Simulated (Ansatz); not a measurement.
# How far is PAW off for Fe?

```xyz
2
Lattice="2.4662 0.0000 0.0000 -1.2331 2.1358 0.0000 0.0000 0.0000 3.8925" Properties=species:S:1:pos:R:3 pbc="T T T"
Fe    0.0000    1.4239    0.9731
Fe    1.2331    0.7119    2.9194
```

Atom numbers follow the list: Fe1, Fe2.

The cell is the one relaxed in the Materials Project (mp-136), not relaxed further here; entries there can be hypothetical. The listed cell was then made from it by scaling, straining or moving an atom.

Spin polarisation is left out, and whether a magnetic state lies lower isn't shown here.

Levels of theory: DFT, PBEsol, PAW with Ansatz's default frozen-core files, scalar-relativistic (Ansatz 0.2.0); DFT, PBEsol, all-electron LAPW, scalar-relativistic (Ansatz 0.2.0).

For PAW: a Γ-centred 17×17×10 k mesh, Fermi–Dirac smearing of 0.08 eV, cutoff 420 eV, no spin polarisation; the PAW files were made with PBE, and the program remakes their frozen cores for this functional. LAPW targets a basis error of 0.25 meV/atom. The Ansatz runs share mesh, smearing and spin set-up. Plane-wave (PAW) pressures include the program's estimate of the Pulay term.

Stress and pressure are positive in compression.

The cell's volume is scaled by 1.04.

```tsv
quantity	PAW	LAPW
pressure (GPa)	-12.56	-12.62
stress xx (GPa)	-12.69	-12.74
stress zz (GPa)	?	?
```

(1) Give the missing entry: row "stress zz (GPa)", column "LAPW".

(2) Give the missing entry: row "stress zz (GPa)", column "PAW".

Results:

(1) -12.40.

(2) -12.30.
